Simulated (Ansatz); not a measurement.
HfO2:

```
Hf O
1.0
     5.08032    0.00000    0.00000
     0.00000    5.16487    0.00000
     0.00000    0.00000    4.89088
Hf O
4 8
Direct
  0.22259 0.78180 0.27207
  0.72259 0.71820 0.72793
  0.77741 0.21820 0.27207
  0.27741 0.28180 0.72793
  0.18682 0.16365 0.10453
  0.68682 0.33635 0.89547
  0.81318 0.83635 0.10453
  0.31318 0.66365 0.89547
  0.00000 0.50000 0.48905
  0.50000 0.00000 0.51095
  0.00000 0.00000 0.57562
  0.50000 0.50000 0.42438
```

The cell comes from a database or a generator and needn't be the stable form of this composition.

- Program: Ansatz 0.2.0
- Task: relaxation of cell and atoms
- Functional: revPBE
- Potentials or basis: Ansatz PAW
- Cutoff: 420 eV (not typed: the program's choice for these potentials)
- k mesh: 5 × 5 × 6
- Occupations: fermi-dirac, width 0.05 eV
- Spin: no spin polarisation

At the start: volume 10.69 Å³/atom.

Where does the relaxation end?

It ends after 17 steps and the volume is 11.45 Å³/atom (+7.0 %); space group Pbcm (No. 57, to 0.05 Å).

The path:
```
step  energy change (eV)  largest force (eV/Å)  volume (Å³)
   1              0.0000                0.2252       128.33
   2             -0.2148                0.2599       137.12
   3             -0.2455                0.1038       135.48
   4             -0.2487                0.0302       135.38
   5             -0.2492                0.0403       135.45
   6             -0.2543                0.0209       135.76
   7             -0.2563                0.0644       136.00
   8             -0.2607                0.1022       136.49
   9             -0.2643                0.0376       136.70
  10             -0.2651                0.0048       136.75
  11             -0.2644                0.0208       136.90
  12             -0.2649                0.0013       136.83
  13             -0.3224                0.0041       136.83
  14             -0.3212                0.0042       137.31
  15             -0.3235                0.0041       137.31
  16             -0.3232                0.0019       137.37
  17             -0.3236                0.0019       137.37
```

Final structure:
```yaml
crystal:
  lattice:
    - [5.13195, 0.00000, 0.00000]
    - [0.00000, 5.32534, 0.00000]
    - [0.00000, 0.00000, 5.02641]
  atoms:
    - { symbol: Hf, position: [0.25002, 0.78113, 0.27338] }
    - { symbol: Hf, position: [0.75002, 0.71887, 0.72662] }
    - { symbol: Hf, position: [0.74998, 0.21887, 0.27338] }
    - { symbol: Hf, position: [0.24998, 0.28113, 0.72662] }
    - { symbol: O, position: [0.25004, 0.13149, 0.09352] }
    - { symbol: O, position: [0.75004, 0.36851, 0.90648] }
    - { symbol: O, position: [0.74996, 0.86851, 0.09352] }
    - { symbol: O, position: [0.24996, 0.63149, 0.90648] }
    - { symbol: O, position: [0.00000, 0.50000, 0.45011] }
    - { symbol: O, position: [0.50000, 0.00000, 0.54989] }
    - { symbol: O, position: [0.00000, 0.00000, 0.54985] }
    - { symbol: O, position: [0.50000, 0.50000, 0.45015] }
```

Caveat: the plane-wave basis is chosen anew once the cell has moved, so the energies of steps on either side of that aren't comparable; the pressure holds a Pulay correction of +0.7 GPa for the finite cutoff; the PAW data sets come from PBE, with cores solved anew for the run's functional, which leaves a small shift of forces and pressure.
